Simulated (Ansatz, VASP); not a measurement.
# One calculation of H, two programs

INCAR

```
SYSTEM = H
  ALGO = Fast
  EDIFF = 1E-6
  ENCUT = 520
  GGA = PS
  ISIF = 2
  ISMEAR = 0
  LASPH = .True.
  LCHARG = .False.
  LREAL = .False.
  LWAVE = .False.
  NBANDS = 14
  NELM = 100
  PREC = Accurate
  SIGMA = 0.1
```

KPOINTS

```
k-points
0
Gamma
  4 4 4
  0 0 0
```

The input POSCAR:

```
H
1.0
    7.1772243400      0.0000000000      0.0000000000
    0.0000000000      7.1869279200      0.0000000000
    0.0000000000      0.0000000000      7.2081540300
H
8
Direct
    0.3655326100      0.7217362900      0.6472593300
    0.8655326100      0.7782637100      0.3527406700
    0.6344673900      0.2217362900      0.8527406700
    0.1344673900      0.2782637100      0.1472593300
    0.6445223500      0.1492589600      0.7802707100
    0.1445223500      0.3507410400      0.2197292900
    0.3554776500      0.6492589600      0.7197292900
    0.8554776500      0.8507410400      0.2802707100
```

Input for Ansatz:

```yaml
crystal:
  lattice:
    - [7.17722434, 0.0, 0.0]
    - [0.0, 7.18692792, 0.0]
    - [0.0, 0.0, 7.20815403]
  atoms:
    - { symbol: H, position: [0.36553261, 0.72173629, 0.64725933] }
    - { symbol: H, position: [0.86553261, 0.77826371, 0.35274067] }
    - { symbol: H, position: [0.63446739, 0.22173629, 0.85274067] }
    - { symbol: H, position: [0.13446739, 0.27826371, 0.14725933] }
    - { symbol: H, position: [0.64452235, 0.14925896, 0.78027071] }
    - { symbol: H, position: [0.14452235, 0.35074104, 0.21972929] }
    - { symbol: H, position: [0.35547765, 0.64925896, 0.71972929] }
    - { symbol: H, position: [0.85547765, 0.85074104, 0.28027071] }
basis:
  ecutwfc: 420
kpoints:
  mp_grid: { grid: [4, 4, 4] }
hamiltonian:
  xc: pbesol
scf:
  occupations: { method: gaussian, width: 0.1 }
  lower_state_search: "off"
output:
  forces: true
  stress: true
  eigenvalues: true
```

Alike in both runs: task single point; functional PBEsol; k mesh 4 × 4 × 4; occupations gaussian, width 0.1 eV; no spin polarisation.

```csv
,VASP,Ansatz
version,VASP 6.6.1,Ansatz 0.2.0
potentials or method,"VASP PAW PBE potentials, release 64 (H)","scalar-relativistic, plane waves, PAW"
plane-wave cutoff (eV),520,420
valence electrons in the cell,8,8
```

|  | VASP | Ansatz | Ansatz less VASP |
| --- | --- | --- | --- |
| gap on the k mesh at the Fermi level (eV) | 9.76 | 9.76 | +0.002 |
| least direct gap on the mesh (eV) | 9.76 | 9.77 | +0.001 |
| pressure (GPa) | 0.2 | 0.2 | +0.05 |
| largest component of the traceless stress (GPa) | 0.25 | 0.25 | +0.004 |
| rms of the force components (eV/Å) | 0.353 | 0.353 | +0.0002 |

Atom by atom the forces differ by 0.000 eV/Å (rms over components). The functional is the same, so the differences come from potentials, cutoffs and numerics.

Caveats: the PAW data sets were made with another functional, which shifts forces and pressure a little (VASP). A k mesh can miss the band edges.
